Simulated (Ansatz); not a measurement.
## Moving the choice of potentials or basis in LiF

Space group Fm-3m (No. 225). a = 4.028 Å, b = 4.028 Å, c = 4.028 Å, α = 90.00°, β = 90.00°, γ = 90.00°
| atom | site | symmetry | x | y | z |
| --- | --- | --- | --- | --- | --- |
| F | 4b | m-3m | 0.5000 | 0.0000 | 0.0000 |
| Li | 4a | m-3m | 0.0000 | 0.0000 | 0.0000 |

Kept alike: task equation of state; functional PBEsol; k mesh 11 × 11 × 11; occupations fermi-dirac, width 0.05 eV; no spin polarisation. Program: Ansatz. Cutoffs run from 420 to 1500 eV. The mesh is that of the run's cell of 2 atoms. No spin-orbit coupling.

| choice of potentials or basis | volume (Å³/atom) | bulk modulus (GPa) |
| --- | --- | --- |
| Ansatz PAW (files of its older set among them) (made for PBE) | 8.031 | 72.5 |
| Ansatz PAW (made for PBE) | 8.047 | 71.4 |
| JTH PAW (made for PBE) | 8.082 | 72.4 |
| PseudoDojo standard (made for PBE) | 8.009 | 73.0 |
| PseudoDojo stringent (made for PBE) | 7.999 | 72.8 |

Volume and modulus come from cells scaled at fixed shape and fractions.

**Question.** What does the choice of potentials or basis change here?

**Answer.** The volume runs from 7.999 (PseudoDojo stringent (made for PBE)) to 8.082 Å³/atom (JTH PAW (made for PBE)). The bulk modulus runs from 71.4 (Ansatz PAW (made for PBE)) to 73.0 GPa (PseudoDojo standard (made for PBE)).
